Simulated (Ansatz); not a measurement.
# HgTe (Coloradoite) (F-43m) in Ansatz: settings compared

The runs below take HgTe (Coloradoite) through band structure, with revPBE, LDA, PBE, PBEsol.

Program: Ansatz 0.2.0. These are calculated values, not measurements. Logs are shortened: lines on timing, memory, paths and dates and some standing lists are left out, and cuts for length are marked.

**1. The crystal as given**

The structure is cubic, space group F-43m (No. 216). Conventional cell: a = 6.429 Å, b = 6.429 Å, c = 6.429 Å, α = 90.00°, β = 90.00°, γ = 90.00°. Around Hg (site symmetry -43m) lie 4 Te at 2.78 Å. Te (site symmetry -43m) is surrounded by 4 Hg at 2.78 Å.

**2. Band structure, revPBE**

input.yaml reads:

```yaml
crystal:
  lattice:
    - [0.0, 3.2145, 3.2145]
    - [3.2145, 0.0, 3.2145]
    - [3.2145, 3.2145, 0.0]
  atoms:
    - { symbol: Hg, position: [0.0, 0.0, 0.0] }
    - { symbol: Te, position: [0.75, 0.75, 0.75] }
kpoints:
  mp_grid: { grid: [7, 7, 7] }
  band_path:
    path:
      - [0.0, 0.0, 0.0]
      - [0.5, 0.0, 0.5]
      - [0.5, 0.25, 0.75]
      - [0.375, 0.375, 0.75]
      - [0.0, 0.0, 0.0]
      - [0.5, 0.5, 0.5]
      - [0.625, 0.25, 0.625]
      - [0.5, 0.25, 0.75]
    npoints: 12
scf:
  occupations: { method: fermi_dirac, width: 0.05 }
hamiltonian:
  xc: revpbe
  pseudopotentials: { kind: all_electron, lapw: { basis_error: 0.001 } }
output:
  forces: true
  stress: true
  eigenvalues: true
```

Potentials or basis: all-electron LAPW, scalar-relativistic.

Started as:

```sh
> ansatz run input.yaml --threads 1 --pin off --max-ram 3072MiB --backend cpu --events-out ev --progress --plain --runs-dir out
```

The log of the run:

```text
Warning: RAYON_NUM_THREADS=1 ignored (pool sized by the plan → 1); use --threads N
LAPW: plane waves up to 8.291 Å⁻¹, error target 1.0e-3 eV per atom; small_component_spin mean_spin; Te in spheres of 1.373 Å, 24 of its electrons in bands, Dirac shells []; Hg in spheres of 1.411 Å, 44 of its electrons in bands, Dirac shells [] (how accurate: hamiltonian.pseudopotentials.lapw.basis_error, Limitations)
Engine: ansatz 0.2.0, aarch64-unknown-linux-gnu
Pseudopotentials: kind: all_electron
Pseudopotential: Hg, LAPW, valence charge 44, lapw/all_electron/scalar/gaussian/Hg, Koelling and Harmon's equation, gaussian nucleus
Pseudopotential: Te, LAPW, valence charge 24, lapw/all_electron/scalar/gaussian/Te, Koelling and Harmon's equation, gaussian nucleus
Functional definition: revPBE
  parameter kappa = 1.245
  parameter beta = 0.06672455060314922
  exchange = pbe_x(kappa = kappa, mu = beta*pi^2/3)
  correlation = pbe_c(beta = beta)
Crystal: 2 atoms, lattice volume = 66.431 Å³
Basis set: ecut = 261.888175296978 eV, 609 PW (Γ), exchange–correlation at level 2
Bands: 41, of which v1, the nominal top of the filled ones, is band 34 counted from 1 (33 counted from 0)
Symmetry: 24 space group operations
Space group: F-43m (ITA 216), of the structure as read, at distance tolerance 4.1e-5 Å
k-points: 20 of 343 (time reversal used)
Non-local potential: Hg, projectors of the file, none
Non-local potential: Te, projectors of the file, none
Initial density: superposition of atomic densities (chi_scale 0.1, normalization cell, long waves kept (reshape's long-wave potential 0.00 eV rms))
Initial wavefunctions: plane waves of lowest kinetic energy (no species holds an atomic orbital)
Functional: x = revpbe(κ = 1.245, μ = 0.2195149727645171), c = pbe(β = 0.06672455060314922)
iter 1 solved again at ethr=6.54e-4 eV; its pass at ethr=1.00e-1 eV (dr2=4.45e-1 eV) is discarded
SCF iter   1: F=—  HF=-718731.381649 eV  |F-HF|=—  |Δ(HF+E_count)|=         —  Δρ=1.91e-2  dr2=4.45e-1  ethr=6.54e-4  ⟨swp⟩=2.2  Hψ=5115  notcnv=0
preconditioner: auto → none  [insulator: Δε(μ)=0.886 eV  Ē_g=12.392 eV  σ=0.050 eV  W_gap=0.70  n_scr=14 (ndim 8)  ℏωp=19.3 eV  f_vac=0.318  D(μ)=0.08/eV (n_scr^D=0)  ε∞_Penn≈3.4]
iter 2 solved again at ethr=4.18e-5 eV; its pass at ethr=6.54e-4 eV (dr2=2.84e-2 eV) is discarded
SCF iter   2: F=—  HF=-718731.202586 eV  |F-HF|=—  |Δ(HF+E_count)|=   1.79e-1  Δρ=6.07e-3  dr2=2.85e-2  ethr=4.18e-5  ⟨swp⟩=2.0  Hψ=4220  notcnv=0
SCF iter   3: F=—  HF=-718731.169657 eV  |F-HF|=—  |Δ(HF+E_count)|=   3.29e-2  Δρ=3.73e-3  dr2=7.59e-3  ethr=4.18e-5  ⟨swp⟩=2.0  Hψ=2518  notcnv=0
SCF iter   4: F=—  HF=-718731.171170 eV  |F-HF|=—  |Δ(HF+E_count)|=         —  Δρ=9.88e-4  dr2=5.31e-4  ethr=1.12e-5  ⟨swp⟩=2.3  Hψ=2422  notcnv=0
the basis was enlarged: its passes take 45.6 KiB over the memory plan, 1 of 1 planned eigensolver slots
SCF iter   5: F=—  HF=-718731.171418 eV  |F-HF|=—  |Δ(HF+E_count)|=   2.49e-4  Δρ=1.50e-4  dr2=1.14e-5  ethr=7.81e-7  ⟨swp⟩=3.0  Hψ=2441  notcnv=0
SCF iter   6: F=—  HF=-718731.171447 eV  |F-HF|=—  |Δ(HF+E_count)|=   2.91e-5  Δρ=3.58e-5  dr2=1.08e-6  ethr=1.67e-8  ⟨swp⟩=3.0  Hψ=2494  notcnv=0
SCF iter   7: F=-718731.171452 eV  HF=-718731.171451 eV  |F-HF|=3.83e-7  |Δ(HF+E_count)|=   3.93e-6  Δρ=1.08e-5  dr2=8.59e-8  ethr=1.58e-9  ⟨swp⟩=3.0  Hψ=2542  notcnv=0
SCF 1 converged in 7 iterations: F = -718731.171452 eV  dr2 = 8.59e-8
NSCF: frozen V_eff on 85 k-points
SCF converged after 7 iterations
Free energy (F): -718731.171452 eV
Harris-Foulkes:  -718731.171451 eV  (|F-HF|=3.83e-7)
Internal energy: -718731.170761 eV  (E = F + TS)
E sigma→0 (E₀):  -718731.171106 eV
Entropy (-TS):   -0.000691 eV (-0.346 meV/atom)
Fermi energy:    11.264394 eV
--- Per-component energies (eV) ---
  E_band       = -6053.502309
  E_kinetic    = 806019.064822
  E_xc         = -14944.851451
  E_electrostatic = -1509805.384132  (all electrons and nuclei)
  E_smearing   = -0.000691  (= −TS)
  E_closure    = 0.000000  (closes the sum)
  E_atoms      = -718728.290663  (free atoms, spherical and without spin; not in F)
  Σ components = -718731.171452   (vs F -718731.171452, Δ=0.00e0)
  Basis errors (estimates in eV, not in F): energy 4.5e-4 per atom: plane waves 4.1e-4 (2.4e-4 summed), levels above the bands 4.4e-84, relativity 4.2e-8, radial functions 3.7e-5, core shells 1.3e-8; eigenvalues (radial functions only) 9.2e-7; not estimated: angular momenta, meshes, grids; target (lapw.basis_error) 1.0e-3; muffin-tin radii Te 1.373 Å, Hg 1.411 Å
--- Forces (eV/Å), atoms counted from 1 ---
  atom   1  Hg     0.00000000    -0.00000000    -0.00000000
  atom   2  Te    -0.00000000     0.00000000     0.00000000
  max |Σ_I F_I| component: 1.85e-17 eV/Å
--- Stress (GPa, compression-positive) ---
        5.824560       0.000000      -0.000000
        0.000000       5.824560       0.000000
       -0.000000       0.000000       5.824560
  P = ⅓ Tr σ = 5.8246 GPa (58.246 kbar)
--- Band table (eV; the first three rows and the last of 20) ---
  k-point 0: bands = ["-334.0068", "-334.0068", "-334.0048", "-334.0048", "-334.0048", "-148.2233", "-103.7342", "-98.2471", "-98.2471", "-98.2471", "-81.6753", "-81.6753", "-81.6753", "-81.6742", "-81.6742", "-81.6742", "-81.6730", "-52.2101", "-52.2101", "-52.2101", "-25.5616", "-25.5616", "-25.5616", "-25.5532", "-25.5532", "-0.8489", "3.7715", "3.7715", "3.7715", "4.3188", "4.3188", "10.6211", "11.2237", "11.2237", "11.2237", "15.4735", "15.4735", "15.4735", "17.8876", "20.9579", "20.9579"]
  k-point 1: bands = ["-334.0068", "-334.0068", "-334.0048", "-334.0048", "-334.0048", "-148.2233", "-103.7342", "-98.2471", "-98.2471", "-98.2471", "-81.6753", "-81.6753", "-81.6753", "-81.6742", "-81.6742", "-81.6742", "-81.6730", "-52.2101", "-52.2101", "-52.2101", "-25.5617", "-25.5616", "-25.5616", "-25.5532", "-25.5532", "-0.7467", "3.7998", "3.7998", "3.8124", "4.3163", "4.3163", "9.1929", "10.9951", "10.9951", "12.0230", "15.4961", "15.7716", "15.7716", "18.9651", "20.0011", "20.0011"]
  k-point 2: bands = ["-334.0068", "-334.0068", "-334.0048", "-334.0048", "-334.0048", "-148.2233", "-103.7342", "-98.2471", "-98.2471", "-98.2471", "-81.6753", "-81.6753", "-81.6753", "-81.6742", "-81.6742", "-81.6742", "-81.6730", "-52.2102", "-52.2101", "-52.2101", "-25.5619", "-25.5615", "-25.5615", "-25.5531", "-25.5531", "-0.5034", "3.8573", "3.8573", "4.0072", "4.3205", "4.3205", "7.4139", "10.5569", "10.5569", "12.1432", "16.2031", "16.2031", "16.6459", "19.0631", "19.9554", "19.9554"]
  k-point 19: bands = ["-334.0068", "-334.0068", "-334.0048", "-334.0048", "-334.0048", "-148.2233", "-103.7342", "-98.2471", "-98.2471", "-98.2471", "-81.6753", "-81.6753", "-81.6753", "-81.6742", "-81.6742", "-81.6742", "-81.6730", "-52.2102", "-52.2101", "-52.2101", "-25.5620", "-25.5616", "-25.5611", "-25.5531", "-25.5528", "-0.0730", "3.9866", "4.0434", "4.2508", "4.3062", "4.9033", "5.7005", "8.3096", "9.0283", "14.1092", "15.7501", "16.9803", "17.9210", "20.0407", "21.4556", "23.2684"]
```

It took 38 s on 1 thread of Arm Neoverse V1, shared host; peak memory 0.31 GiB.

Results:

| Quantity | Value |
| --- | --- |
| Free energy | -718731.1715 eV |
| Pressure | 5.8 GPa |
| Band gap along the path | none (metal or under the smearing width) |

Levels at the corners of the path, in eV from the Fermi level:
```csv
point,band 31,band 32,band 33,band 34,band 35,band 36,band 37,band 38
Γ,-6.95,-0.64,-0.04,-0.04,-0.04,4.21,4.21,4.21
X,-6.46,-5.54,-2.37,-2.37,1.92,2.53,8.36,8.95
W,-6.29,-5.63,-2.76,-2.63,3.14,4.69,5.33,6.24
K,-6.38,-5.57,-3.01,-1.97,2.27,4.06,7.12,7.22
Γ,-6.95,-0.64,-0.04,-0.04,-0.04,4.21,4.21,4.21
L,-6.62,-5.60,-1.05,-1.05,0.74,5.04,5.04,6.98
U,-6.38,-5.57,-3.01,-1.97,2.27,4.06,7.12,7.22
W,-6.29,-5.63,-2.76,-2.63,3.14,4.69,5.33,6.24
```

Caveat: spin-orbit coupling is left out, which moves the levels of the heavy elements.

**3. Band structure, LDA**

input.yaml, as its differences from that of step 2:

```diff
@@ -20,3 +20,3 @@
       - [0.5, 0.25, 0.75]
-    npoints: 12
+    npoints: 6
 scf:
@@ -24,3 +24,3 @@
 hamiltonian:
-  xc: revpbe
+  xc: lda
   pseudopotentials: { kind: all_electron, lapw: { basis_error: 0.001 } }
```

Potentials or basis: all-electron LAPW, scalar-relativistic.

Started as:

```sh
> ansatz run input.yaml --threads 1 --pin off --max-ram 3072MiB --backend cpu --events-out ev --progress --plain --runs-dir out
```

Wall time 28 s (1 thread of Arm Neoverse V1, shared host); peak memory 0.31 GiB.

Results (log left out):

* Free energy: -718271.0439 eV
* Pressure: 0.2 GPa
* Band gap along the path: none (metal or under the smearing width)

Levels at the corners of the path, in eV from the Fermi level:
```csv
point,band 31,band 32,band 33,band 34,band 35,band 36,band 37,band 38
Γ,-6.92,-0.93,-0.04,-0.04,-0.04,4.12,4.12,4.12
X,-6.47,-5.61,-2.40,-2.40,1.77,2.25,8.02,8.80
W,-6.29,-5.72,-2.82,-2.69,3.06,4.46,5.13,6.00
K,-6.38,-5.65,-3.08,-2.00,2.11,3.87,6.87,7.12
Γ,-6.92,-0.93,-0.04,-0.04,-0.04,4.12,4.12,4.12
L,-6.62,-5.70,-1.07,-1.07,0.53,4.94,4.94,6.57
U,-6.38,-5.65,-3.08,-2.00,2.11,3.87,6.87,7.12
W,-6.29,-5.72,-2.82,-2.69,3.06,4.46,5.13,6.00
```

Caveat: spin-orbit coupling is left out, which moves the levels of the heavy elements.

**4. Band structure, PBE, spin-orbit coupling, no magnetisation**

input.yaml, as its differences from that of step 3:

```diff
@@ -9,3 +9,3 @@
 kpoints:
-  mp_grid: { grid: [7, 7, 7] }
+  mp_grid: { grid: [5, 5, 5] }
   band_path:
@@ -20,3 +20,3 @@
       - [0.5, 0.25, 0.75]
-    npoints: 6
+    npoints: 10
 scf:
@@ -24,4 +24,7 @@
 hamiltonian:
-  xc: lda
+  xc: pbe
   pseudopotentials: { kind: all_electron, lapw: { basis_error: 0.001 } }
+magnetization:
+  noncollinear: true
+  spin_orbit: true
 output:
```

Potentials or basis: all-electron LAPW, relativistic spinors.

Started as:

```sh
> ansatz run input.yaml --threads 1 --pin off --max-ram 3072MiB --backend cpu --events-out ev --progress --plain --runs-dir out
```

Wall time 2.5 min (1 thread of Arm Neoverse V1, shared host); peak memory 0.54 GiB.

It converged, with:

* Free energy: -719853.0020 eV
* Pressure: 4.2 GPa
* Band gap along the path: none (metal or under the smearing width)

Levels at the corners of the path, in eV from the Fermi level:
| point | band 65 | band 66 | band 67 | band 68 | band 69 | band 70 | band 71 | band 72 |
| --- | --- | --- | --- | --- | --- | --- | --- | --- |
| Γ | -0.78 | -0.78 | 0.00 | 0.00 | 0.00 | 0.00 | 3.05 | 3.05 |
| X | -2.73 | -2.73 | -2.57 | -2.57 | 1.66 | 1.66 | 2.17 | 2.17 |
| W | -3.21 | -2.96 | -2.90 | -2.82 | 2.68 | 3.11 | 4.31 | 4.38 |
| K | -3.31 | -3.29 | -2.24 | -2.22 | 1.90 | 2.05 | 3.70 | 3.77 |
| Γ | -0.78 | -0.78 | 0.00 | 0.00 | 0.00 | 0.00 | 3.05 | 3.05 |
| L | -1.58 | -1.58 | -1.03 | -1.03 | 0.44 | 0.44 | 4.45 | 4.45 |
| U | -3.31 | -3.29 | -2.24 | -2.22 | 1.90 | 2.05 | 3.70 | 3.77 |
| W | -3.21 | -2.96 | -2.90 | -2.82 | 2.68 | 3.11 | 4.31 | 4.38 |

Caveat: the k mesh is thin for a metal, which can move the energy by tens of meV per atom.

**5. Band structure, PBEsol**

input.yaml, as its differences from that of step 4:

```diff
@@ -9,3 +9,3 @@
 kpoints:
-  mp_grid: { grid: [5, 5, 5] }
+  mp_grid: { grid: [7, 7, 7] }
   band_path:
@@ -24,7 +24,4 @@
 hamiltonian:
-  xc: pbe
+  xc: pbesol
   pseudopotentials: { kind: all_electron, lapw: { basis_error: 0.001 } }
-magnetization:
-  noncollinear: true
-  spin_orbit: true
 output:
```

Potentials or basis: all-electron LAPW, scalar-relativistic.

Started as:

```sh
> ansatz run input.yaml --threads 1 --pin off --max-ram 3072MiB --backend cpu --events-out ev --progress --plain --runs-dir out
```

Wall time 29 s (1 thread of Intel Xeon Platinum 8259CL at 2.50GHz (Skylake/Cascade Lake), shared host); peak memory 0.48 GiB.

It converged, with:

```yaml
Free_energy: -718490.6474 eV
Pressure: 1.8 GPa
Band_gap_along_the_path: none (metal or under the smearing width)
```

Levels at the corners of the path, in eV from the Fermi level:
```
point  band 31  band 32  band 33  band 34  band 35  band 36  band 37  band 38
    Γ    -6.93    -0.80    -0.04    -0.04    -0.04     4.13     4.13     4.13
    X    -6.46    -5.59    -2.40    -2.40     1.81     2.30     8.10     8.86
    W    -6.28    -5.69    -2.82    -2.69     3.10     4.49     5.18     6.02
    K    -6.37    -5.62    -3.07    -2.00     2.15     3.91     6.91     7.14
    Γ    -6.93    -0.80    -0.04    -0.04    -0.04     4.13     4.13     4.13
    L    -6.61    -5.67    -1.07    -1.07     0.60     4.95     4.95     6.65
    U    -6.37    -5.62    -3.07    -2.00     2.15     3.91     6.91     7.14
    W    -6.28    -5.69    -2.82    -2.69     3.10     4.49     5.18     6.02
```

Caveat: spin-orbit coupling is left out, which moves the levels of the heavy elements.

**6. Overview**

| level | potentials or basis | spin | k mesh | pressure (GPa) |
| --- | --- | --- | --- | --- |
| revPBE | all-electron LAPW, scalar-relativistic | off | 7 × 7 × 7 | 5.8 |
| LDA | all-electron LAPW, scalar-relativistic | off | 7 × 7 × 7 | 0.2 |
| PBE | all-electron LAPW, relativistic spinors | SOC, no magnetisation | 5 × 5 × 5 | 4.2 |
| PBEsol | all-electron LAPW, scalar-relativistic | off | 7 × 7 × 7 | 1.8 |

Alike in all rows: task band structure; cell as given; cutoff (eV) 262; smearing fermi-dirac 0.05 eV; basis error allowed 0.001 eV/atom.

Caveats: spin-orbit coupling is left out, which moves the levels of the heavy elements (some runs); the k mesh is thin for a metal, which can move the energy by tens of meV per atom (some runs).

Compare energies only between runs with the same functional and basis.
